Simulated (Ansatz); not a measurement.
**TiO₂ (Pbcn) under several functionals**

Plane-wave DFT in Ansatz with scalar-relativistic PAW potentials. The same structure was relaxed (cell and atoms, symmetry kept) in separate runs at each level. No spin polarisation.

**Question.** How do the levels PBE, PBE+D3(BJ), PBEsol compare?

**Answer.**
| level | cutoff (eV) | k mesh | V (Å³/atom) | a (Å) | b (Å) | c (Å) | gap (eV) |
| --- | --- | --- | --- | --- | --- | --- | --- |
| PBEsol | 420 | 6×4×6 | 10.138 | 4.537 | 5.496 | 4.879 | 2.66 |
| PBE+D3(BJ) | 420 | 6×4×6 | 10.275 | 4.552 | 5.530 | 4.898 | 2.67 |
| PBE | 420 | 6×4×6 | 10.471 | 4.579 | 5.573 | 4.924 | 2.62 |

The usual order of volumes, PBEsol < PBE, holds here (10.138, 10.471 Å³/atom). As a rule PBEsol, built on the gradient expansion of slowly varying densities, lies between LDA and PBE; PBE's stronger gradient term for exchange weakens bonds. Adding D3 to PBE changes the volume by -1.9 %; the term is attractive, so it pulls cells in. In ionic crystals its C6 for cations, set by coordination number and not by charge, is often too large, so it can pull in too far. Each gap belongs to its own cell, so it mixes the functional's effect with that of the volume; gaps are the least found on the k mesh or on a band path.

This form isn't the usual stable structure of the compound.

Cost: 3 runs of about 19 core-minutes in all, on Intel Xeon Processor @ 2.50GHz (Skylake/Cascade Lake) (shared hosts).